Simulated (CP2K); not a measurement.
Runs of CP2K 2026.2 on MgB2. The structure is hexagonal, space group P6/mmm (No. 191). The conventional cell has a = 3.085 Å, b = 3.085 Å, c = 3.523 Å, α = 90.00°, β = 90.00°, γ = 120.00°. Mg (site symmetry 6/mmm) is surrounded by 12 B at 2.51 Å. Around B (site symmetry -6m2) lie 3 B at 1.78 Å. 

| level | potentials or basis | smearing | EPS_DEFAULT | NGRIDS | points a segment of the path (NPOINTS) | bands added on the path | gap on the mesh (eV) | pressure (GPa) |
| --- | --- | --- | --- | --- | --- | --- | --- | --- |
| r2SCAN | POTENTIAL_UZH Mg GTH-SCAN-q10, B GTH-SCAN-q3; TZVP-MOLOPT-SCAN-GTH basis | fermi-dirac 0.05 eV | 1.0E-9 | 4 | 10 | 6 | none | -1.9 |
| PBEsol | POTENTIAL_UZH Mg GTH-PBE-q10, B GTH-PBE-q3; TZVP-MOLOPT-PBE-GTH basis | fermi-dirac 0.1 eV | 1.0E-10 | 4 | 8 | 2 | none | -1.0 |
| LDA | GTH_POTENTIALS Mg GTH-PADE-q10, B GTH-PADE-q3; TZVP-MOLOPT-PBE-GTH basis | fermi-dirac 0.05 eV | 1.0E-9 | 4 | 10 | 4 | none | -6.1 |
| PBE | POTENTIAL_UZH Mg GTH-PBE-q10, B GTH-PBE-q3; TZVP-MOLOPT-PBE-GTH basis | fermi-dirac 0.01 eV | 1.0E-9 | 5 | 10 | 4 | none | (a) |

Alike in all rows: task band structure; no spin polarisation; cell as given; k mesh 10 × 10 × 8.

**Question.** Estimate the missing entries.

**Answer.** (a) 0.2.

Caveats: the basis of atomic orbitals isn't converged, which shifts pressures, moduli and gaps; the potentials were made for another functional, which shifts forces and pressure (some runs).

A gap of «none» marks a metal or a gap under the smearing width.
